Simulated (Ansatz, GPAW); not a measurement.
Given: the input of a run of GPAW 26.7.0 (ASE script) on MnS. 

File run.py:

```python
from ase import Atoms
from ase.dft.bandgap import bandgap
from ase.io import write
from ase.units import GPa
from gpaw import GPAW, PW

atoms = Atoms(['Mn', 'S'],
              cell=[[0.0, 2.6045, 2.6045],
                    [2.6045, 0.0, 2.6045],
                    [2.6045, 2.6045, 0.0]],
              scaled_positions=[[0.0, 0.0, 0.0],
                                [0.5, 0.5, 0.5]],
              pbc=True)
atoms.set_initial_magnetic_moments([4.0, 0.0])

calc = GPAW(mode=PW(600),
            xc='PBE',
            kpts={'size': (9, 9, 9), 'gamma': True},
            occupations={'name': 'methfessel-paxton', 'order': 0, 'width': 0.012},
            nbands=21,
            convergence={'density': 1e-05, 'energy': 1e-05},
            maxiter=150,
            txt='gpaw.txt')
atoms.calc = calc
energy = atoms.get_potential_energy()
forces = atoms.get_forces()
stress = atoms.get_stress()
calc.write('gs.gpw')
write('result.traj', atoms)
print(f'Energy: {energy:.6f} eV')
print('Forces (eV/A):')
print(forces.round(4))
print('Stress (GPa):', (stress / GPa).round(3))
print('Moments:', calc.get_magnetic_moments().round(3))
print('Fermi level:', round(calc.get_fermi_level(), 4), 'eV')
print(f'Gap: {bandgap(calc)[0]:.4f} eV, direct: {bandgap(calc, direct=True)[0]:.4f} eV')
```

Potentials or basis: GPAW PAW data sets (gpaw-data 1.2.1), pw.

Run with:

```console
$ OMP_NUM_THREADS=1 python run.py
```

Q: Translate it to Ansatz 0.2.0. Potentials or basis there: all-electron LAPW, scalar-relativistic.

A: As run (cutoffs and basis follow the program's own potentials, and thresholds, step limits or extra output files can differ):

input.yaml

```yaml
crystal:
  lattice:
    - [0.0, 2.6045, 2.6045]
    - [2.6045, 0.0, 2.6045]
    - [2.6045, 2.6045, 0.0]
  atoms:
    - { symbol: Mn, position: [0.0, 0.0, 0.0], spin: 4.0 }
    - { symbol: S, position: [0.5, 0.5, 0.5] }
kpoints:
  mp_grid: { grid: [9, 9, 9] }
scf:
  occupations: { method: gaussian, width: 0.012 }
hamiltonian:
  xc: pbe
  pseudopotentials: { kind: all_electron, lapw: { basis_error: 0.001 } }
magnetization:
  spin_polarized: true
output:
  forces: true
  stress: true
  eigenvalues: true
```

Potentials or basis: all-electron LAPW, scalar-relativistic.

The run is started by

```bash
$ ansatz run input.yaml --threads 2 --pin off --max-ram 6144MiB --backend cpu --events-out ev --progress --plain --runs-dir out
```

Both were run:

|  | GPAW | Ansatz |
| --- | --- | --- |
| Pressure | -2.7 GPa | -2.8 GPa |
| Net moment | 4.72 μB per cell | 4.72 μB per cell |

Where Ansatz's input types no cutoff or centring, it takes its own default and a Γ-centred mesh.

The magnetic state is the one that the start led to; the real crystal's order can differ.

Pressure is positive in compression.
